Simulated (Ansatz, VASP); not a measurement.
## One calculation of Se, two programs

```
CELL_PARAMETERS angstrom
4.35160 0.00000 0.00000
-2.17580 3.76859 0.00000
0.00000 0.00000 4.93703
ATOMIC_POSITIONS crystal
Se 0.22540 0.00000 0.33333
Se 0.00000 0.22540 0.66667
Se 0.77460 0.77460 0.00000
```

Change from the starting cell: volume scaled by 0.99.

Alike in both runs: task single point; functional LDA; k mesh 6 × 6 × 5; occupations fermi-dirac, width 0.03 eV; no spin polarisation.

|  | VASP | Ansatz |
| --- | --- | --- |
| version | VASP 6.6.1 | Ansatz 0.2.0 |
| potentials or method | VASP PAW LDA potentials, release 64 (Se), cutoff 520 eV | all-electron LAPW, scalar-relativistic |

Ansatz gave:

```
gap on the k mesh at the Fermi level (eV)       : 1.19
pressure (GPa)                                  : -0.7
largest component of the traceless stress (GPa) : 1.09
rms of the force components (eV/Å)              : 0.181
```

Which values does VASP return?

gap on the k mesh at the Fermi level (eV): 1.18; pressure (GPa): -0.5; largest component of the traceless stress (GPa): 1.18; rms of the force components (eV/Å): 0.212.

Atom by atom the forces differ by 0.031 eV/Å (rms over components). Ansatz ran all-electron here, so the differences hold the error of VASP's frozen core and of both bases.

Caveats: an odd mesh through Γ misses points on the zone boundary, where band edges often lie.
